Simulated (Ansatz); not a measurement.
BaS (started from an entry of an open crystallographic database), relaxed with r2SCAN: it is cubic, Fm-3m (No. 225); conventional cell a = 6.424 Å, 33.14 Å³ an atom. Ba is surrounded by 6 S at 3.21 Å; S is surrounded by 6 Ba at 3.21 Å. One-shot G0W0@PBE in Ansatz on a 4×4×4 mesh (contour deformation, no spin-orbit coupling), from a PBE gap of 2.226 eV over the mesh points (the G0W0 gap is indirect on the mesh); the number N of bands summed and the screening cutoff rise together. Spin-unpolarised throughout; all numbers are computed.

```tsv
N	cutoff (eV)	1000/N	G0W0 gap (eV)
115	80	8.696	3.313
257	140	3.891	3.457
```

**Question.** Lay a straight line in 1000/N through these rows.

**Answer.** The slope is -0.0300 eV per unit of 1000/N and the intercept 3.574 eV.

**Question.** Predict the gap at N = 465 (210 eV).

**Answer.** 3.574 + (-0.0300) × 2.151 = 3.509 eV; the run gives 3.526 eV, +0.017 eV from the line.

**Question.** With that run's result added, what limit do the last two rows suggest?

**Answer.** Their slope is (3.526 − 3.457)/(2.151 − 3.891) = -0.0397, which meets 1/N = 0 at 3.61 eV, against 3.574 eV from the first line. The slope steepens, so 1/N isn't yet asymptotic and the true limit probably lies higher still; the k mesh isn't extrapolated.

Spin-orbit coupling is left out.
